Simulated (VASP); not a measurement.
A run of VASP 6.6.1:

The input INCAR:

```
PREC = Accurate
ENCUT = 520
EDIFF = 1E-6
ISMEAR = 0
SIGMA = 0.05
LREAL = F
LASPH = T
NELM = 60
ALGO = Normal
ISIF = 2
LWAVE = F
LCHARG = T
GGA = PS
LELF = T
LVHAR = T
NBANDS = 15
```

Contents of KPOINTS:

```
regular mesh
0
Gamma
  6 6 6
```

The input POSCAR:

```
RbBr
1.0
    4.0160356082      0.0000000000      0.0000000000
    0.0000000000      4.0160356082      0.0000000000
    0.0000000000      0.0000000000      4.0701688540
Rb Br
1 1
Direct
   -0.0198457406      0.0000000000      0.0000000000
    0.5212276205      0.5000000000      0.5000000000
```

Potentials or basis: VASP PAW PBE potentials, release 64 (Rb_sv, Br).

Launch:

```console
$ cat potpaw_PBE.64/Rb_sv/POTCAR potpaw_PBE.64/Br/POTCAR > POTCAR
$ mpirun -np 1 vasp_std > vasp.out
```

Hardware: 1 thread of Intel(R) Xeon(R) 6975P-C (Granite Rapids), with other jobs on the host.

Estimate the wall time of this run.

It took 20 s on 1 thread of Intel(R) Xeon(R) 6975P-C (Granite Rapids), on a shared host, peak memory 0.2 GiB. Counts: scf iterations 11, k points 64.
